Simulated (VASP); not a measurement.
A run of VASP 6.6.1:

The input INCAR:

```
PREC = Accurate ; ENCUT = 520
EDIFF = 1E-7 ; ISMEAR = 0
SIGMA = 0.03 ; LREAL = False
LASPH = True ; NELM = 80
ALGO = Fast ; ISIF = 2
LWAVE = False ; LCHARG = False
NBANDS = 35 ; ICORELEVEL = 1
KPAR = 2
```

The input KPOINTS:

```
Automatic mesh
0
Gamma
  6 6 8
```

The input POSCAR:

```
SnO2                                    
1.0
    4.7272627550      0.0000000000      0.0000000000
   -0.0000000000      4.7272627550      0.0000000000
    0.0000000000      0.0000000000      3.1959016020
  Sn              O             
     2     4
Direct
     0.0000000000000000    0.0000000000000000    1.0000000000000000
     0.5000000000000000    0.5000000000000000    0.5000000000000000
     0.3060366240368579    0.3060366240368579    1.0000000000000000
     0.1939633759631421    0.8060366240368579    0.5000000000000000
     0.6939633759631421    0.6939633759631421    0.0000000000000000
     0.8060366240368579    0.1939633759631421    0.5000000000000000
```

Contents of KPOINTS_OPT:

```
explicit points
141
Reciprocal
 0.0000000000  0.0000000000  0.0000000000 1
 0.0000000000  0.0357142857  0.0000000000 1
 0.0000000000  0.0714285714  0.0000000000 1
 0.0000000000  0.1071428571  0.0000000000 1
 0.0000000000  0.1428571429  0.0000000000 1
 0.0000000000  0.1785714286  0.0000000000 1
[... 133 lines left out ...]
 0.0000000000  0.5000000000  0.0000000000 1
 0.0000000000  0.0000000000  0.5000000000 1
```

Potentials or basis: VASP PAW LDA potentials, release 64 (Sn_d, O).

Run with:

```console
$ cat potpaw_LDA.64/Sn_d/POTCAR potpaw_LDA.64/O/POTCAR > POTCAR
$ mpirun -np 2 vasp_std > vasp.out
```

Hardware: 2 MPI ranks on Intel(R) Xeon(R) Platinum 8488C (Sapphire Rapids), on a shared host.

Q: Estimate the wall time of this run.

A: It took 2.9 min on 2 MPI ranks on Intel(R) Xeon(R) Platinum 8488C (Sapphire Rapids), with other jobs on the host, peak memory 0.27 GiB a rank. Counts: scf iterations 50, k points 50.
